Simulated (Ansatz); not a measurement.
Li₂O:
```xyz
3
Lattice="0.0000 2.2470 2.2470 2.2470 0.0000 2.2470 2.2470 2.2470 0.0000" Properties=species:S:1:pos:R:3 pbc="T T T"
O      0.0000     0.0000     0.0000
Li     1.1235     1.1235     1.1235
Li     3.3705     3.3705     3.3705
```

Cartesian axes are those of the cell as given.

Problem. Give the high-frequency dielectric tensor and the Born effective charge tensors of the independent atoms from DFPT, DFT-LDA in the program Ansatz with PAW potentials.

Solution. 
ε∞:
```
2.91  0.00  0.00
0.00  2.91  0.00
0.00  0.00  2.91
```
Z* of atom 1 (O), rows: field, columns: displacement, in e:
```
-1.77   0.00   0.00
 0.00  -1.77   0.00
 0.00   0.00  -1.77
```
Z* of atom 2 (Li), rows: field, columns: displacement, in e:
```
0.89  0.00  0.00
0.00  0.89  0.00
0.00  0.00  0.89
```

Space group Fm-3m (anti-fluorite). The cell was relaxed with LDA under the symmetry of its start.

Potentials: the later of the program's two PAW sets.
